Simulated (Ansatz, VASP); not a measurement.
# Ag in VASP and in Ansatz

The input INCAR:

```
SYSTEM = Ag
  PREC = Accurate
  ENCUT = 520
  EDIFF = 1E-6
  ISMEAR = -1
  SIGMA = 0.05
  LREAL = .FALSE.
  LASPH = .TRUE.
  NELM = 150
  ALGO = Fast
  ISIF = 2
  LWAVE = .FALSE.
  LCHARG = .FALSE.
  LNONCOLLINEAR = .TRUE.
  MAGMOM = 0 0 0
  LORBIT = 11
  LSORBIT = .TRUE.
  GGA_COMPAT = .FALSE.
  LORBMOM = .TRUE.
  LMAXMIX = 4
  NBANDS = 22
```

Contents of KPOINTS:

```
regular mesh
0
G
  8 8 8
  0 0 0
```

POSCAR

```
Ag
1.0
    0.0000000000      2.0427500000      2.0427500000
    2.0427500000      0.0000000000      2.0427500000
    2.0427500000      2.0427500000      0.0000000000
Ag
1
Direct
    0.0000000000      0.0000000000      0.0000000000
```

Contents of input.yaml:

```yaml
crystal:
  lattice:
    - [0.0, 2.04275, 2.04275]
    - [2.04275, 0.0, 2.04275]
    - [2.04275, 2.04275, 0.0]
  atoms:
    - { symbol: Ag, position: [0.0, 0.0, 0.0] }
kpoints:
  mp_grid: { grid: [8, 8, 8] }
  band_path:
    path:
      - [0.0, 0.0, 0.0]
      - [0.5, 0.0, 0.5]
      - [0.5, 0.25, 0.75]
      - [0.375, 0.375, 0.75]
      - [0.0, 0.0, 0.0]
      - [0.5, 0.5, 0.5]
      - [0.625, 0.25, 0.625]
      - [0.5, 0.25, 0.75]
    npoints: 8
scf:
  occupations: { method: fermi_dirac, width: 0.05 }
hamiltonian:
  xc: lda
  pseudopotentials: { kind: all_electron, lapw: { basis_error: 0.001 } }
magnetization:
  noncollinear: true
  spin_orbit: true
output:
  forces: true
  stress: true
  eigenvalues: true
```

Alike in both runs: functional LDA; k mesh 8 × 8 × 8; occupations fermi-dirac, width 0.05 eV; non-collinear spin, spin-orbit coupling.

```csv
,VASP,Ansatz
version,VASP 6.6.1,Ansatz 0.2.0
potentials or method,"VASP PAW LDA potentials, release 64 (Ag)","all-electron LAPW, relativistic spinors"
plane-wave cutoff (eV),520,see its input
task,single point,band structure
```

Ansatz gave:

| Quantity | Value |
| --- | --- |
| gap on the k mesh at the Fermi level (eV) | none |
| pressure (GPa) | -6.9 |
| net moment per atom (μB) | 0.00 |

Q: What did VASP give for the same quantities?

A: gap on the k mesh at the Fermi level (eV): none; pressure (GPa): -6.7; net moment per atom (μB): 0.00.

A gap of «none» marks a metal or a gap that the smearing closes. Ansatz ran all-electron here, so the differences hold the error of VASP's frozen core and of both bases.

Caveats: the k mesh is thin for a metal, which can move the energy by tens of meV per atom (Ansatz).
